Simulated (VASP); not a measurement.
A run of VASP 6.6.1 is set up as follows.

The input INCAR:

```
PREC     = Accurate       # precision mode
ENCUT    = 520            # plane-wave cutoff, eV
EDIFF    = 1E-7           # SCF threshold, eV
ISMEAR   = 0              # smearing method
SIGMA    = 0.1            # smearing width, eV
LREAL    = F              # projectors in reciprocal space
LASPH    = T              # aspherical terms in the spheres
NELM     = 80             # most SCF steps
ALGO     = Normal         # electronic algorithm
ISIF     = 2              # what is computed and relaxed
LWAVE    = F              # write WAVECAR
LCHARG   = T              # write CHGCAR
GGA      = PE             # functional
LELF     = T              # ELF
LVHAR    = T            
NBANDS   = 23             # bands
```

The input KPOINTS:

```
Automatic mesh
0
Gamma
  4 4 4
```

POSCAR

```
Si6C
1.0
    0.0000000000      3.6630850864      3.6630850864
    3.6630850864      0.0000000000      3.6630850864
    3.6630850864      3.6630850864      0.0000000000
Si C
6 1
Direct
    0.5000000000      0.5000000000      0.0000000000
    0.5000000000      0.0000000000      0.5000000000
    0.0000000000      0.0000000000      0.5000000000
    0.0000000000      0.5000000000      0.0000000000
    0.0000000000      0.5000000000      0.5000000000
    0.5000000000      0.0000000000      0.0000000000
    0.0000000000      0.0000000000      0.0000000000
```

Potentials or basis: VASP PAW PBE potentials, release 64 (Si, C).

Run with:

```bash
$ cat potpaw_PBE.64/Si/POTCAR potpaw_PBE.64/C/POTCAR > POTCAR
$ mpirun -np 1 vasp_std > vasp.out
```

Q: Predict the band gap on the k mesh.

A: None (metal or under the smearing width).

Q: Estimate the pressure.

A: 0.3 GPa.

Caveat: the k mesh is coarse (spacing up to 0.37 Å⁻¹), so the values aren't converged.
